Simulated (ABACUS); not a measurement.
# BN (R3m) in ABACUS: single point with HSE-type (share 0.15, screening 0.2/bohr)

Aim: the single point of BN with HSE-type (share 0.15, screening 0.2/bohr).

Program: ABACUS 3.10.1. These are calculated values, not measurements. Logs are shortened: lines on timing, memory, paths and dates and some standing lists are left out, and cuts for length are marked.

## (1) The crystal as given

The structure is trigonal, space group R3m (No. 160). Conventional cell: a = 2.502 Å, b = 2.502 Å, c = 10.119 Å, α = 90.00°, β = 90.00°, γ = 120.00°. N (site symmetry 3m) is surrounded by 3 B at 1.44 Å. B (site symmetry 3m) has 3 N at 1.44 Å as nearest neighbours.

The cell is a database's computed one.

## (2) Single point, HSE-type (share 0.15, screening 0.2/bohr)

Input file INPUT:

```
INPUT_PARAMETERS
suffix              BN
calculation         scf
basis_type          lcao
pseudo_dir          ./
orbital_dir         ./
symmetry            1
dft_functional      hse
ecutwfc             100
pseudo_rcut         10
nspin               1
nbands              8
ks_solver           genelpa
smearing_method     fd
smearing_sigma      0.00367493
scf_thr             1e-07
scf_nmax            100
mixing_type         broyden
mixing_beta         0.7
exx_hybrid_alpha    0.15
exx_hse_omega       0.2
exx_separate_loop   1
scf_ene_thr         1e-05
exx_pca_threshold   0.001
out_mul             1
```

Input file STRU:

```
ATOMIC_SPECIES
N 14.0070 N.upf
B 10.8100 B.upf

NUMERICAL_ORBITAL
N_confined-atom_6au_2s2p1d.orb
B_confined-atom_7au_2s2p1d.orb

LATTICE_CONSTANT
1.8897261246

LATTICE_VECTORS
1.2511217832 0.7223354983 3.3729344033
-1.2511217832 0.7223354983 3.3729344033
0.0000000000 -1.4446709966 3.3729344033

ATOMIC_POSITIONS
Direct

N
0.0
1
0.6672382000 0.6672382000 0.6672382000 1 1 1

B
0.0
1
0.0003288000 0.0003288000 0.0003288000 1 1 1
```

Input file KPT:

```
K_POINTS
0
Gamma
5 5 5 0 0 0
```

Potentials or basis: PseudoDojo NC SR 0.5 PBE stringent, DZP LCAO (the cutoffs set its grid).

On the command line:

```console
$ OMP_NUM_THREADS=8 abacus > log
```

running log:

```text
ABACUS v3.10.1

               Atomic-orbital Based Ab-initio Computation at UStc

 ------------------------------------------------------------------------------------

 READING GENERAL INFORMATION
                           global_out_dir = OUT.BN/
                           global_in_card = INPUT
                               pseudo_dir = ./
                              orbital_dir = ./
                                    DSIZE = 1
                                    GSIZE = 1

 READING UNITCELL INFORMATION
                                    ntype = 2
                  lattice constant (Bohr) = 1.88973
              lattice constant (Angstrom) = 1

 READING ATOM TYPE 1
                               atom label = N
                      L=0, number of zeta = 2
                      L=1, number of zeta = 2
                      L=2, number of zeta = 1
             number of atom for this type = 1

 READING ATOM TYPE 2
                               atom label = B
                      L=0, number of zeta = 2
                      L=1, number of zeta = 2
                      L=2, number of zeta = 1
             number of atom for this type = 1

                        TOTAL ATOM NUMBER = 2
DIRECT COORDINATES
    atom                   x                   y                   z     mag                  vx                  vy                  vz
taud_N1            0.6672382000        0.6672382000        0.6672382000  0.0000        0.0000000000        0.0000000000        0.0000000000
taud_B1            0.0003288000        0.0003288000        0.0003288000  0.0000        0.0000000000        0.0000000000        0.0000000000

                          Volume (Bohr^3) = 123.422
                             Volume (A^3) = 18.2893

 Lattice vectors: (Cartesian coordinate: in unit of a_0)
             +1.25112           +0.722335            +3.37293
             -1.25112           +0.722335            +3.37293
                   +0            -1.44467            +3.37293
 Reciprocal vectors: (Cartesian coordinate: in unit of 2 pi/a_0)
            +0.399641           +0.230733          +0.0988259
            -0.399641           +0.230733          +0.0988259
                   +0           -0.461466          +0.0988259
 The esolver type has been set to : ksdft_lcao

                PAO radial cut off (Bohr) = 10

 Read in pseudopotential file is N.upf
                     pseudopotential type = NC
          exchange-correlation functional = PBE
                 nonlocal core correction = 1
                        valence electrons = 5
                                     lmax = 1
                           number of zeta = 2
                     number of projectors = 4
                           L of projector = 0
                           L of projector = 0
                           L of projector = 1
                           L of projector = 1
 XC functional updated to : hse
          exchange-correlation functional = HSE
                PAO radial cut off (Bohr) = 10

 Read in pseudopotential file is B.upf
                     pseudopotential type = NC
          exchange-correlation functional = PBE
                 nonlocal core correction = 1
                        valence electrons = 3
                                     lmax = 1
                           number of zeta = 2
                     number of projectors = 4
                           L of projector = 0
                           L of projector = 0
                           L of projector = 1
                           L of projector = 1
 XC functional updated to : hse
          exchange-correlation functional = HSE
     initial pseudo atomic orbital number = 8

 SETUP THE ELECTRONS NUMBER
             electron number of element N = 5
       total electron number of element N = 5
             electron number of element B = 3
       total electron number of element B = 3
            AUTOSET number of electrons:  = 8
                           occupied bands = 4
                                   NLOCAL = 26
                                   NBANDS = 8
                                   NBANDS = 8
                                   NLOCAL = 26

 SETUP THE PLANE WAVE BASIS
 energy cutoff for charge/potential (unit:Ry) = 400
            fft grid for charge/potential = [ 45, 45, 45 ]
                        fft grid division = [ 3, 3, 3 ]
        big fft grid for charge/potential = [ 15, 15, 15 ]
                                     nbxx = 3375
                                     nrxx = 91125

 SETUP PLANE WAVES FOR CHARGE/POTENTIAL
                    number of plane waves = 16589
                         number of sticks = 979

 PARALLEL PW FOR CHARGE/POTENTIAL
     PROC   COLUMNS(POT)             PW
        1            979          16589
 --------------- sum -------------------
        1            979          16589
                            number of |g| = 1313
                                  max |g| = 36.1455
                                  min |g| = 0

----------- Double Check Mixing Parameters Begin ------------
mixing_type: broyden
mixing_beta: 0.7
[... 23 lines left out ...]
                                    IBRAV = 7
                                  BRAVAIS = TRIGONAL (RHOMBOEDRIC) CELL
                       LATTICE CONSTANT A = 3.6693
                               COS(ALPHA) = 0.767479
Original cell was already a primitive cell.
                        ROTATION MATRICES = 12
              PURE POINT GROUP OPERATIONS = 6
                   SPACE GROUP OPERATIONS = 6
                                       C2 = 0
                                       C3 = 2
                                       C4 = 0
                                       C6 = 0
                                       S1 = 3
                                       S3 = 0
                                       S4 = 0
                                       S6 = 0
                              POINT GROUP = C_3v
                                       C2 = 0
                                       C3 = 2
                                       C4 = 0
                                       C6 = 0
                                       S1 = 3
                                       S3 = 0
                                       S4 = 0
                                       S6 = 0
               POINT GROUP IN SPACE GROUP = C_3v

 SETUP K-POINTS
                                    nspin = 1
                   Input type of k points = Monkhorst-Pack(Gamma)
                                   nkstot = 125
                       right hand lattice = 1
(for reciprocal lattice: )
                             BRAVAIS TYPE = 7
                     BRAVAIS LATTICE NAME = 07. Rhombohedral (Trigonal) cell
                                    ibrav = 7
                       right hand lattice = 1
(for k-lattice: )
                             BRAVAIS TYPE = 7
                     BRAVAIS LATTICE NAME = 07. Rhombohedral (Trigonal) cell
                                    ibrav = 7
                       right hand lattice = 1
                        ROTATION MATRICES = 12
                               nkstot_ibz = 19
K-POINTS REDUCTION ACCORDING TO SYMMETRY
     IBZ    DIRECT_X    DIRECT_Y    DIRECT_Z  WEIGHT  ibz2bz
       1  0.00000000  0.00000000  0.00000000  0.0080       0
       2  0.20000000  0.00000000  0.00000000  0.0480       1
       3  0.40000000  0.00000000  0.00000000  0.0480       2
       4  0.20000000  0.20000000  0.00000000  0.0480       6
       5  0.40000000  0.20000000  0.00000000  0.0960       7
       6 -0.20000000  0.40000000  0.00000000  0.0960       8
[... 11 lines left out ...]
      18  0.40000000  0.40000000  0.40000000  0.0160      62
      19 -0.40000000  0.40000000  0.40000000  0.0480      63

                               nkstot now = 19
[... K-POINTS DIRECT COORDINATES: 19 rows ...]

           k-point number in this process = 19
       minimum distributed K point number = 19
[... stars of the k points ...]

[... K-POINTS CARTESIAN COORDINATES: 19 rows ...]

[... K-POINTS DIRECT COORDINATES: 19 rows ...]

 SETUP PLANE WAVES FOR WAVE FUNCTIONS
     energy cutoff for wavefunc (unit:Ry) = 100
              fft grid for wave functions = [ 45, 45, 45 ]
                    number of plane waves = 2975
                         number of sticks = 315

 PARALLEL PW FOR WAVE FUNCTIONS
     PROC   COLUMNS(POT)             PW
        1            315           2975
 --------------- sum -------------------
        1            315           2975

 SET NONLOCAL PSEUDOPOTENTIAL PROJECTORS
 SET NONLOCAL PSEUDOPOTENTIAL PROJECTORS
 max number of nonlocal projetors among all species is 4

 Auxiliary basis functions
		N		4 s		3 p		3 d		2 f		1 g
		B		4 s		3 p		4 d		2 f		1 g

 -------------------------------------------
 SELF-CONSISTENT
 -------------------------------------------

 SETUP SEARCHING RADIUS FOR PROGRAM TO SEARCH ADJACENT ATOMS
                  longest orb rcut (Bohr) = 7
   longest nonlocal projector rcut (Bohr) = 1.38
                     search radius (Bohr) = 16.8
              searching radius is (Bohr)) = 16.8
         searching radius unit is (Bohr)) = 1.89
                         PeriodicBoundary = 1
                        Radius(unit:lat0) = 8.87
                                   glayer = [ 6, 6, 6 ]
                             glayer_minus = [ 5, 5, 5 ]

Find the coordinate range of the input atom(unit:lat0).
                                  min_tau = [ -12.5, -14.4, -50.6 ]
                                  max_tau = [ 12.5, 14.4, 57.3 ]
                                BoxNumber = [ 11, 11, 11 ]

 SETUP EXTENDED REAL SPACE GRID FOR GRID INTEGRATION
                          real space grid = [ 45, 45, 45 ]
                 big cell numbers in grid = [ 15, 15, 15 ]
             meshcell numbers in big cell = [ 3, 3, 3 ]
                        extended fft grid = [ 27, 27, 27 ]
                dimension of extened grid = [ 70, 70, 70 ]
                            UnitCellTotal = 125
              Atom number in sub-FFT-grid = 2
    Local orbitals number in sub-FFT-grid = 26
                                ParaV.nnr = 61854
                                 init_chg = atomic

 LCAO ALGORITHM --------------- ION=   1  ELEC=   1--------------------------------
 DeltaE_womix = -398.419 eV

 Density error is 0.216570187921
----------------------------------------------------------
     Energy           Rydberg                 eV
----------------------------------------------------------
 E_KohnSham     -26.6856764313       -363.0772544495
 E_Harris       -24.5553631774       -334.0928556726
 E_Fermi        0.2195951153         2.9877448211
----------------------------------------------------------
[... 382 lines left out ...]
----------------------------------------------------------
 E_KohnSham     -26.6150907681       -362.1168872329
 E_KS(sigma->0) -26.6150907681       -362.1168872329
 E_Harris       -26.6150907887       -362.1168875131
 E_band         -1.9722268241        -26.8335225563
 E_one_elec     -8.4452566421        -114.9036114043
 E_Hartree      8.3292844849         113.3257292570
 E_xc           -7.7298094782        -105.1694533583
 E_Ewald        -18.0207648795       -245.1850846792
 E_entropy(-TS) 0.0000000000         0.0000000000
 E_descf        0.0000000000         0.0000000000
 E_exx          -0.7485442532        -10.1844670480
 E_Fermi        0.5317612266         7.2349826573
----------------------------------------------------------

 charge density convergence is achieved
 final etot is -362.11688723 eV
 EFERMI = 7.2349826573 eV

 STATE ENERGY(eV) AND OCCUPATIONS    NSPIN == 1
 1/19 kpoint (Cartesian) = 0.0000 0.0000 0.0000 (2067 pws)
       1       -14.4916      0.0160000
       2      -0.128491      0.0160000
       3        2.69311      0.0160000
       4        2.69320      0.0160000
       5        9.92931    6.33087e-26
       6        16.6652    1.96911e-84
       7        16.6654    1.96067e-84
       8        18.5255        0.00000
[... 41 lines left out ...]
 6/19 kpoint (Cartesian) = -0.23978 0.046147 0.019765 (2070 pws)
       1       -10.9508       0.192000
       2       -4.79202       0.192000
       3       -2.09561       0.192000
       4        4.05725       0.192000
       5        9.91328    1.04684e-24
       6        16.9534    7.41571e-86
       7        18.8734        0.00000
       8        19.5255        0.00000

[... levels at 13 further k points ...]

 --------------------------------------------
 !FINAL_ETOT_IS -362.1168872328743 eV
 --------------------------------------------
```

Run time: 93 s. Hardware: 8 threads of Intel Xeon Platinum 8488C (Sapphire Rapids), shared host; peak memory 2.4 GiB.

Results:

```
Free energy            : -362.1169 eV
Band gap on the k mesh : 5.24 eV, indirect (least direct gap 5.66 eV)
Mulliken charges       : N -0.25; B +0.25 e
```

Levels at points of the mesh, in eV from the valence-band top:
| k point | band 1 | band 2 | band 3 | band 4 | band 5 | band 6 | band 7 | band 8 |
| --- | --- | --- | --- | --- | --- | --- | --- | --- |
| (0.00, 0.00, 0.00) | -18.55 | -4.19 | -1.36 | -1.36 | 5.87 | 12.61 | 12.61 | 14.47 |

Caveat: the k mesh is coarse (spacing up to 0.59 Å⁻¹), so the values aren't converged, least of all with exact exchange; the atomic orbitals were generated for these runs and aren't a published set; the hybrid runs on potentials with a model core; gaps of hybrids in this basis differ from plane-wave ones by up to 0.1 eV; Mulliken charges move with the basis; an odd mesh through Γ misses points on the zone boundary, where band edges often lie; the basis of atomic orbitals isn't converged, which shifts pressures, moduli and gaps.
